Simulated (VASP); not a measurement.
CdSe: phonons with r2SCAN

Crystal: CdSe.

```xyz
2
Lattice="0.0000 3.0703 3.0703 3.0703 0.0000 3.0703 3.0703 3.0703 0.0000" Properties=species:S:1:pos:R:3 pbc="T T T"
Cd    0.0000    0.0000    0.0000
Se    1.5351    1.5351    1.5351
```

Measurements of this composition are mostly on another form, of space group No. 186.

```yaml
Program: VASP 6.6.1
Task: phonons
Functional: r2SCAN
Potentials_or_basis: VASP PAW PBE potentials, release 64 (Cd, Se)
Cutoff: 600 eV
k_mesh: 6 × 6 × 6
Occupations: gaussian, width 0.05 eV
Spin: no spin polarisation
Further_INCAR_settings: ALGO = Normal; EDIFF = 1e-08; IBRION = 6; POTIM = 0.015; NSW = 1
```

The relaxed volume is 28.96 Å³/atom, the relaxed cell is a = 4.343 Å, b = 4.343 Å, c = 4.343 Å, α = 60.00°, β = 60.00°, γ = 60.00° and the space group after relaxing (to 0.05 Å) is F-43m (No. 216). The highest phonon frequency at Γ, LO-TO splitting left out is 163 cm⁻¹.

Final structure:
```
Cd Se
1.0
     0.00000    3.07085    3.07085
     3.07085    0.00000    3.07085
     3.07085    3.07085    0.00000
Cd Se
1 1
Direct
  0.00000 0.00000 0.00000
  0.25000 0.25000 0.25000
```

Phonon frequencies in cm⁻¹ (negative: imaginary):
```
              q point        frequencies
(0.000, 0.000, 0.000)  0 0 0 163 163 163
```

Wall time 15 min on 1 thread of Intel(R) Xeon(R) Platinum 8375C CPU @ 2.90GHz (Ice Lake), with other jobs on the host, peak memory 0.27 GiB.

Caveat: the PAW data sets were made with another functional, which shifts forces and pressure a little.
